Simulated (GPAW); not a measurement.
Here is a GPAW 26.7.0 calculation.

The input run.py:

```python
from ase import Atoms
from ase.dft.bandgap import bandgap
from ase.io import write
from ase.units import Bohr, GPa
from gpaw import GPAW, PW, setup_paths
from gpaw.elf import elf_from_dft_calculation

setup_paths.insert(0, '.')

atoms = Atoms(['W', 'W', 'S', 'S', 'S', 'S'],
              cell=[[3.18, 0.0, 0.0],
                    [-1.59, 2.753960784, 0.0],
                    [0.0, 0.0, 12.5]],
              scaled_positions=[[0.6666666667, 0.3333333333, 0.75],
                                [0.3333333333, 0.6666666667, 0.25],
                                [0.6666666667, 0.3333333333, 0.375],
                                [0.3333333333, 0.6666666667, 0.875],
                                [0.6666666667, 0.3333333333, 0.125],
                                [0.3333333333, 0.6666666667, 0.625]],
              pbc=True)

calc = GPAW(mode=PW(600),
            xc='PBEsol',
            kpts={'size': (10, 10, 3), 'gamma': True},
            occupations={'name': 'fermi-dirac', 'width': 0.05},
            nbands=46,
            convergence={'density': 1e-05, 'energy': 1e-05},
            maxiter=150,
            txt='gpaw.txt')
atoms.calc = calc
energy = atoms.get_potential_energy()
forces = atoms.get_forces()
stress = atoms.get_stress()
calc.write('gs.gpw')
write('result.traj', atoms)
print(f'Energy: {energy:.6f} eV')
print('Forces (eV/A):')
print(forces.round(4))
print('Stress (GPa):', (stress / GPa).round(3))
print('Fermi level:', round(calc.get_fermi_level(), 4), 'eV')
print(f'Gap: {bandgap(calc)[0]:.4f} eV, direct: {bandgap(calc, direct=True)[0]:.4f} eV')

# fields on the real-space grid
write('density.cube', atoms, data=calc.get_pseudo_density() * Bohr**3)
write('potential.cube', atoms, data=calc.get_electrostatic_potential())
write('elf.cube', atoms, data=elf_from_dft_calculation(calc).data)
```

Potentials or basis: PAW data sets generated in the run's folder for this functional, pw.

The run is started by

```console
$ gpaw-setup -f PBEsol S W
$ OMP_NUM_THREADS=1 python run.py
```

Question: Predict the largest force.

Answer: 0.148 eV/Å.

Question: Predict the pressure.

Answer: -2.8 GPa.

Question: What does it give for the band gap on the k mesh?

Answer: 1.07 eV, indirect (least direct gap 2.07 eV).

Stress tensor (GPa, compression positive):
```
-3.61  0.00  0.00
 0.00 -3.61  0.00
 0.00  0.00 -1.14
```

Caveat: spin-orbit coupling is left out, which moves the levels of the heavy elements; an odd mesh through Γ misses points on the zone boundary, where band edges often lie; this functional lacks dispersion, which binds the layers, so the pressure and a relaxed spacing across them are unreliable.
